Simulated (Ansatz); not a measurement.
# Cu20H2O (Copper): the cost of one run

Computed with Ansatz 0.2.0 (DFT PBE+D3(BJ), scalar-relativistic, plane waves, PAW, unless a step's input says otherwise).

2 further runs of the same task are left out: 2 set aside as unsound or not needed.

## 1. The system as given

It takes space group P4mm (No. 99, tetragonal). The conventional cell has a = 2.520 Å, b = 2.520 Å, c = 24.127 Å, α = 90.00°, β = 90.00°, γ = 90.00°. Cu (site symmetry 4mm) is surrounded by 8 Cu at 2.52 Å. Around Cu (site symmetry 4mm) lie 12 Cu at 2.52 to 2.53 Å. Cu (site symmetry 4mm) is surrounded by 12 Cu at 2.51 to 2.53 Å. Around Cu (site symmetry 4mm) lie 8 Cu at 2.51 to 2.52 Å.

As a file:

```cif
data_structure
_symmetry_space_group_name_H-M 'P 1'
_symmetry_Int_Tables_number 1
_cell_length_a 5.0394
_cell_length_b 5.0394
_cell_length_c 24.1267
_cell_angle_alpha 90.000
_cell_angle_beta 90.000
_cell_angle_gamma 90.000
_cell_volume 612.70
loop_
_atom_site_label
_atom_site_type_symbol
_atom_site_fract_x
_atom_site_fract_y
_atom_site_fract_z
_atom_site_occupancy
Cu1 Cu 0.25000 0.25000 0.35231 1
Cu2 Cu 0.25000 0.75000 0.35231 1
Cu3 Cu 0.75000 0.25000 0.35231 1
Cu4 Cu 0.75000 0.75000 0.35231 1
Cu5 Cu 0.50000 0.50000 0.42615 1
Cu6 Cu 0.50000 0.00000 0.42615 1
Cu7 Cu 0.00000 0.50000 0.42615 1
Cu8 Cu 0.00000 0.00000 0.42615 1
Cu9 Cu 0.75000 0.75000 0.50078 1
Cu10 Cu 0.75000 0.25000 0.50078 1
Cu11 Cu 0.25000 0.75000 0.50078 1
Cu12 Cu 0.25000 0.25000 0.50078 1
Cu13 Cu 0.00000 0.00000 0.57544 1
Cu14 Cu 0.00000 0.50000 0.57544 1
Cu15 Cu 0.50000 0.00000 0.57544 1
Cu16 Cu 0.50000 0.50000 0.57544 1
Cu17 Cu 0.25000 0.25000 0.64871 1
Cu18 Cu 0.25000 0.75000 0.64871 1
Cu19 Cu 0.75000 0.25000 0.64871 1
Cu20 Cu 0.75000 0.75000 0.64871 1
```

Planes are indexed in the bulk's conventional cell (Fm-3m (No. 225)), a = 3.563 Å, b = 3.563 Å, c = 3.563 Å, α = 90.00°, β = 90.00°, γ = 90.00°.

It is a (100) slab, 7.1 Å thick as cut, with 17 Å of vacuum, in a 2×2 surface cell; its outer planes are Cu (top) and Cu (bottom). An earlier relaxation, lower half held, gave -132507.7044 eV, work function 4.53 eV.

## 2. H2O put at a top (Cu) site

File input.yaml:

```yaml
crystal:
  lattice:
    - [5.0393684, 0.0, 0.0]
    - [0.0, 5.0393684, 0.0]
    - [0.0, 0.0, 26.5067431371]
  atoms:
    - { symbol: Cu, position: [0.25, 0.25, 0.3206731192] }
    - { symbol: Cu, position: [0.25, 0.75, 0.3206731192] }
    - { symbol: Cu, position: [0.75, 0.25, 0.3206731192] }
    - { symbol: Cu, position: [0.75, 0.75, 0.3206731192] }
    - { symbol: Cu, position: [0.5, 0.5, 0.3878894413] }
    - { symbol: Cu, position: [0.5, 0.0, 0.3878894413] }
    - { symbol: Cu, position: [0.0, 0.5, 0.3878894413] }
    - { symbol: Cu, position: [0.0, 0.0, 0.3878894413] }
    - { symbol: Cu, position: [0.75, 0.75, 0.4558187767] }
    - { symbol: Cu, position: [0.75, 0.25, 0.4558187767] }
    - { symbol: Cu, position: [0.25, 0.75, 0.4558187767] }
    - { symbol: Cu, position: [0.25, 0.25, 0.4558187767] }
    - { symbol: Cu, position: [0.0, 0.0, 0.5237741211] }
    - { symbol: Cu, position: [0.0, 0.5, 0.5237741211] }
    - { symbol: Cu, position: [0.5, 0.0, 0.5237741211] }
    - { symbol: Cu, position: [0.5, 0.5, 0.5237741211] }
    - { symbol: Cu, position: [0.25, 0.25, 0.5904670207] }
    - { symbol: Cu, position: [0.25, 0.75, 0.5904670207] }
    - { symbol: Cu, position: [0.75, 0.25, 0.5904670207] }
    - { symbol: Cu, position: [0.75, 0.75, 0.5904670207] }
    - { symbol: O, position: [0.75, 0.75, 0.6749738192] }
    - { symbol: H, position: [0.9096966624, 0.8222173007, 0.6893097939] }
    - { symbol: H, position: [0.6098912296, 0.8552990739, 0.6893097939] }
basis:
  ecutwfc: 420
kpoints:
  mp_grid: { grid: [6, 6, 1] }
hamiltonian:
  xc: pbe
  dispersion: d3bj
scf:
  occupations: { method: gaussian, width: 0.1 }
output:
  forces: true
  eigenvalues: true
relax:
  adjacent_minimum: "off"
  f_tol: 0.03
  max_steps: 70
  constraints: [{ sites: [0, 1, 2, 3, 4, 5, 6, 7] }]
efield:
  axis: 3
  dipole_correction: true
```

Command:

```bash
$ ansatz run input.yaml --threads 8 --pin off --max-ram 22528MiB --backend cpu --events-out ev --progress --plain --runs-dir out
```

What time and memory should one allow on 8 threads of Intel Xeon Platinum 8375C at 2.90GHz (Ice Lake), shared host?

About 9.1 min, with a peak of 6.5 GiB.
